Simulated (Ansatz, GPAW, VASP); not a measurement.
## Mg: 3 runs at one level of theory

```
Mg
1.0
     3.20930    0.00000    0.00000
    -1.60465    2.77934    0.00000
     0.00000    0.00000    5.21030
Mg
2
Direct
  0.66667 0.33333 0.75000
  0.33333 0.66667 0.25000
```

Alike in all runs: task single point; functional PBE; k mesh 10 × 10 × 5; occupations gaussian, width 0.022 eV; no spin polarisation; no spin-orbit coupling. Pressure is positive in compression and, in plane waves, holds the error of the finite cutoff.

```
                        program and potentials  plane-wave cutoff (eV)                                    notes  pressure (GPa)
    GPAW, GPAW PAW data sets (gpaw-data 1.2.1)                     800  10 valence electrons an atom on average           -0.53
                VASP, PBE PAW files Mg, 520 eV                     520   2 valence electrons an atom on average           -0.57
Ansatz, all-electron LAPW, scalar-relativistic                       -                                        -           -0.46
```

The pressure spans -0.57 (VASP, PBE PAW files Mg, 520 eV) to -0.46 GPa (Ansatz, all-electron LAPW, scalar-relativistic), with all-electron results at -0.46.

The functional is the same throughout but for its coding, so the spread measures potentials, basis and numerics; runs on potential files found faulty are left out.
